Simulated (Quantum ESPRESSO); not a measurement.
Be under changes of volume

One of the cells (8.105 Å³/atom); the others are scaled copies at fixed shape and fractional positions:

```xyz
2
Lattice="2.2853 0.0000 0.0000 -1.1426 1.9791 0.0000 0.0000 0.0000 3.5842" Properties=species:S:1:pos:R:3 pbc="T T T"
Be    1.1427    0.6597    2.6882
Be    0.0000    1.3194    0.8961
```

| Item | Value |
| --- | --- |
| Program | Quantum ESPRESSO 7.5 |
| Functional | LDA |
| Potentials or basis | GBRV 1.5 LDA |
| Cutoff | 612 eV |
| Density cutoff | 4898 eV |
| k mesh | 13 × 13 × 8 |
| Occupations | fermi-dirac, width 0.05 eV |
| Spin | no spin polarisation |

| volume (Å³/atom) | energy over the lowest point (meV/atom) | pressure (GPa) |
| --- | --- | --- |
| 7.619 | 0.00 | -0.9 |
| 7.781 | 2.19 | -3.6 |
| 7.943 | 6.92 | -5.9 |
| 8.105 | 13.95 | -8.1 |
| 8.268 | 23.08 | -10.1 |
| 8.430 | ? | ? |
| 8.592 | 46.91 | -13.6 |

**Question.** What does the run at 8.430 Å³/atom give?

**Answer.** Energy over the lowest point 34.11 meV/atom; pressure -11.9 GPa.

Worked out: A Birch-Murnaghan fit of order 3 (a polynomial in V^(-2/3)) to the other rows has its minimum at 7.57 Å³/atom, just outside them, with B0 = V·E''(V) = 131 GPa and B' = 3.2 at fixed shape and positions, which overstates the stiffness. It gives 34.13 meV/atom at 8.430 Å³/atom, against the run's 34.11, and -dE/dV = -11.8 GPa, against -11.9.

Energies are extrapolated to zero smearing.
